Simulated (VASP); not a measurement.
## ZnSnP2: band structure with PBEsol

ZnSnP2:

```
Zn Sn P
1.0
    -2.81272    2.81272    5.63919
     2.81272   -2.81272    5.63919
     2.81272    2.81272   -5.63919
Zn Sn P
2 2 4
Direct
  0.75000 0.25000 0.50000
  0.00000 0.00000 0.00000
  0.25000 0.75000 0.50000
  0.50000 0.50000 0.00000
  0.37500 0.35102 0.47602
  0.64898 0.12500 0.02398
  0.10102 0.62500 0.97602
  0.87500 0.89898 0.52398
```

The cell comes from a database or a generator and needn't be the stable form of this composition.

```json
{
 "Program": "VASP 6.6.1",
 "Task": "band structure",
 "Functional": "PBEsol",
 "Potentials or basis": "VASP PAW PBE potentials, release 64 (Zn, Sn_d, P)",
 "Cutoff": "520 eV",
 "k mesh": "8 × 8 × 8",
 "Occupations": "gaussian, width 0.03 eV",
 "Spin": "no spin polarisation",
 "Further INCAR settings": "ALGO = Fast; EDIFF = 1e-06; NBANDS = 46"
}
```

```
Pressure                : 0.0 GPa
Band gap on the k mesh  : 0.81 eV, direct
Band gap along the path : 0.81 eV, direct
```

Levels at the corners of the path, in eV from the valence-band top:
| point | band 32 | band 33 | band 34 | band 35 | band 36 | band 37 | band 38 | band 39 | band 40 | band 41 |
| --- | --- | --- | --- | --- | --- | --- | --- | --- | --- | --- |
| Γ | -2.60 | -2.60 | -0.01 | 0.00 | 0.00 | 0.81 | 1.25 | 1.49 | 3.28 | 3.28 |
| X | -1.58 | -1.12 | -1.12 | -0.84 | -0.84 | 1.05 | 1.05 | 2.79 | 2.79 | 4.17 |
| X | -1.58 | -1.12 | -1.12 | -0.84 | -0.84 | 1.05 | 1.05 | 2.79 | 2.79 | 4.17 |
| Y | -1.99 | -1.24 | -1.24 | -1.12 | -1.12 | 1.41 | 1.41 | 3.38 | 3.38 | 3.65 |
| Y | -1.99 | -1.24 | -1.24 | -1.12 | -1.12 | 1.41 | 1.41 | 3.38 | 3.38 | 3.65 |
| S | -2.93 | -2.24 | -1.96 | -1.15 | -0.98 | 1.48 | 2.28 | 2.55 | 3.02 | 3.79 |
| S | -2.93 | -2.24 | -1.96 | -1.15 | -0.98 | 1.48 | 2.28 | 2.55 | 3.02 | 3.79 |
| Γ | -2.60 | -2.60 | -0.01 | 0.00 | 0.00 | 0.81 | 1.25 | 1.49 | 3.28 | 3.28 |
| Γ | -2.60 | -2.60 | -0.01 | 0.00 | 0.00 | 0.81 | 1.25 | 1.49 | 3.28 | 3.28 |
| Z | -2.69 | -1.75 | -1.75 | -1.44 | -1.44 | 1.24 | 1.24 | 1.27 | 1.27 | 2.15 |
| Z | -2.69 | -1.75 | -1.75 | -1.44 | -1.44 | 1.24 | 1.24 | 1.27 | 1.27 | 2.15 |
| S1 | -2.93 | -2.24 | -1.96 | -1.15 | -0.98 | 1.48 | 2.28 | 2.55 | 3.02 | 3.79 |
| S1 | -2.93 | -2.24 | -1.96 | -1.15 | -0.98 | 1.48 | 2.28 | 2.55 | 3.02 | 3.79 |
| N | -2.51 | -2.30 | -1.97 | -1.52 | -1.02 | 2.47 | 2.58 | 2.69 | 3.60 | 3.69 |
| N | -2.51 | -2.30 | -1.97 | -1.52 | -1.02 | 2.47 | 2.58 | 2.69 | 3.60 | 3.69 |
| P | -2.26 | -1.12 | -1.12 | -1.10 | -1.10 | 1.62 | 1.62 | 2.67 | 2.67 | 3.88 |
| P | -2.26 | -1.12 | -1.12 | -1.10 | -1.10 | 1.62 | 1.62 | 2.67 | 2.67 | 3.88 |
| Y1 | -1.99 | -1.24 | -1.24 | -1.12 | -1.12 | 1.41 | 1.41 | 3.38 | 3.38 | 3.65 |
| Y1 | -1.99 | -1.24 | -1.24 | -1.12 | -1.12 | 1.41 | 1.41 | 3.38 | 3.38 | 3.65 |
| Z | -2.69 | -1.75 | -1.75 | -1.44 | -1.44 | 1.24 | 1.24 | 1.27 | 1.27 | 2.15 |
| X | -1.58 | -1.12 | -1.12 | -0.84 | -0.84 | 1.05 | 1.05 | 2.79 | 2.79 | 4.17 |
| P | -2.26 | -1.12 | -1.12 | -1.10 | -1.10 | 1.62 | 1.62 | 2.67 | 2.67 | 3.88 |

Core levels (eV, on the scale of the bands):
| atom | levels |
| --- | --- |
| 1 Zn | 1s -9516.8, 2s -1150.3, 2p -996.0, 3s -121.1, 3p -75.3 |
| 2 Zn | 1s -9516.8, 2s -1150.3, 2p -996.0, 3s -121.1, 3p -75.3 |
| 3 Sn | 1s -28998.2, 2s -4369.7, 2p -3921.3, 3s -835.9, 3p -689.4, 3d -464.2, 4s -124.8, 4p -80.6 |
| 4 Sn | 1s -28998.2, 2s -4369.7, 2p -3921.3, 3s -835.9, 3p -689.4, 3d -464.2, 4s -124.8, 4p -80.6 |
| 5 P | 1s -2073.1, 2s -163.3, 2p -113.8 |
| 6 P | 1s -2073.1, 2s -163.3, 2p -113.8 |

Run time: 24 min on 2 MPI ranks on Intel(R) Xeon(R) Platinum 8488C (Sapphire Rapids), with other jobs on the host, peak memory 0.76 GiB a rank.

Caveat: the PAW data sets were made with another functional, which shifts forces and pressure a little; spin-orbit coupling is left out, which moves the levels of the heavy elements.
